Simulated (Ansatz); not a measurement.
## How the functional changes AlN (COD cell start)

The compound was started in one structure type and brought to zero pressure at each level (plane-wave PAW code Ansatz, Gaussian smearing of 0.05 eV, scalar-relativistic unless SOC, spin–orbit coupling, is named).

The start was a cell as deposited in COD.

The cell at PBE (neighbours within 15 % of each site's shortest distance, so a longer bond may be listed from one end only): It takes space group P6_3mc (No. 186, hexagonal). The conventional cell has a = 3.130 Å, b = 3.130 Å, c = 5.018 Å, α = 90.00°, β = 90.00°, γ = 120.00°. Al (site symmetry 3m) is surrounded by 4 N at 1.90 to 1.91 Å. N (site symmetry 3m) is surrounded by 4 Al at 1.90 to 1.91 Å.

```csv
level,cutoff (eV),k-mesh,final group,a (Å),c (Å),V (Å³/atom),gap (eV),B0 (GPa),E_f (eV/atom)
PBE,420,12×12×8,P6_3mc,3.130,5.018,10.65,4.03,193,-1.37
r²SCAN,500,8×8×6,P6_3mc,3.107,4.978,10.40,4.88,–,-1.63
```

Volumes against PBE: r²SCAN −2.3 %. r²SCAN widens the gap by 0.84 eV over PBE, as meta-GGAs in the generalised Kohn–Sham scheme often do. The formation energy spans 0.26 eV/atom over the functionals (r²SCAN lowest, PBE highest); the spread holds the functional's effect on the elements as well as on the compound.

All functionals run on datasets generated with PBE. Gaps are (generalised) Kohn–Sham gaps. E_f is the formation energy from the elements run alike, at 0 K, without zero-point energy or any correction for the binding of gas molecules; it is good to about 0.01 eV/atom as a calculation.

All runs used the PAW datasets of the set soft_2.
